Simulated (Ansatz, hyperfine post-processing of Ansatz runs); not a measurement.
# Cs2NiO2: isotropic lines and sites in a paramagnetic 17O spectrum

Calculated values: DFT, PBEsol+U, plane-wave PAW, default files (PAW set soft_2), collinear spin, scalar-relativistic (Ansatz), contact and point-dipole shifts scaled to 298 K with Θ = 0 K (a pure Curie law); spin-only moments, above the ordering temperature.

```xyz
10
Lattice="0.0000 -8.8086 0.0000 4.4043 0.0000 0.0000 -2.2021 2.2021 6.7915" Properties=species:S:1:pos:R:3 pbc="T T T"
Cs    2.2021   -2.2021    2.0743
Cs    2.2021   -6.6064    2.0743
Cs    0.0000    0.0000    4.7171
Cs    0.0000   -4.4043    4.7171
Ni    0.0000    0.0000    0.0000
Ni    0.0000   -4.4043    0.0000
O     2.2021   -2.2022    5.0791
O     2.2021   -6.6064    5.0791
O     0.0000    0.0000    1.7123
O     0.0000   -4.4043    1.7123
```

17O MAS at 9.4 T (54.3 MHz), 62.5 kHz, 298 K; contact and dipolar shift alone, no orbital or quadrupolar part; lines under 1.5 % of the strongest are left out. NMR lines, with heights relative to the strongest:

| position (ppm) | intensity |
| --- | --- |
| -437.8 | 2.7 |
| 713.6 | 35 |
| 1865.1 | 100 |
| 3016.6 | 20 |
| 4168.1 | 9.2 |

Q: Find the isotropic shifts among the lines and assign them to the O sites.

Sidebands are spaced by 1151 ppm (the spinning rate over the resonance of 54.3 MHz). An isotropic line need not be the tallest: it is the area-weighted centre of its own family of sidebands, and the one that stays put when the rate is changed. Isotropic shifts: 1865 ppm for atom 7 and the 3 atoms equivalent to it (bonded to 1 Ni at 1.71 Å), reduced anisotropy 2154 ppm.

[Logs are printed without paths, hosts, clocks, repeated set-up lines and the standing remarks that a program may print on its own settings, such as how far it seeks lower states.]

[Hosts, paths, dates, database ids (printed as entryN), source tags and the programs' standing remarks are cut or masked in the printed files.]
